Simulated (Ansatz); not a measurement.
**InN: strain tensor (xx, yy, zz, yz, xz, xy) = (+1.51, +0.55, +1.65, +1.40, −0.20, −0.21) %**

The parent structure is InN in the wurtzite structure (space group P6_3mc, No. 186; a = 3.537 Å, c = 5.714 Å). Axes: x lies along a and z along c of the hexagonal cell.

One thing is altered: the symmetric strain tensor [0.0151 -0.0021 -0.0020; -0.0021 0.0055 0.0140; -0.0020 0.0140 0.0165], atoms relaxed at fixed cell.

All numbers come from Ansatz (a program for electronic structure) PBEsol, without spin-orbit coupling. Γ-centred 11×11×6 mesh, Fermi–Dirac width 0.05 eV.

Shortest interatomic distance: 2.176 Å (base 2.156 Å)
Energy relative to the base (free energy F): +11 meV/atom
Pressure (mean of the normal stresses, compression positive): -4.6 GPa (base 0.0 GPa)
Band gap: zero (base zero)
Stress (xx, yy, zz, yz, xz, xy; compression positive): (-4.8, -3.9, -5.0, -1.3, 0.2, 0.2) GPa (rough)

Final structure:

```
InN
1.0
    3.59034    -0.00743    -0.00707
   -1.80160     3.08363     0.04627
   -0.01143     0.07970     5.80783
In N
2 2
Direct
  0.66767   0.33644   0.00139
  0.33413   0.66826   0.50139
  0.66610   0.33301   0.62378
  0.33209   0.66229   0.12383
```

Cost of the whole job for the changed cell (relaxation, final SCF and bands): roughly 4 core-minutes.

Without a gap, meshes like the base's 11×11×6 leave anisotropic stresses uncertain by several tenths of a GPa, and small strain energies with them. No phonon test of stability was made. The final runs are not spin-polarised. Gaps under 0.05 eV, about the width of the smearing, are given as zero. A zero or small gap of InN can be the functional's error rather than a property of the material.
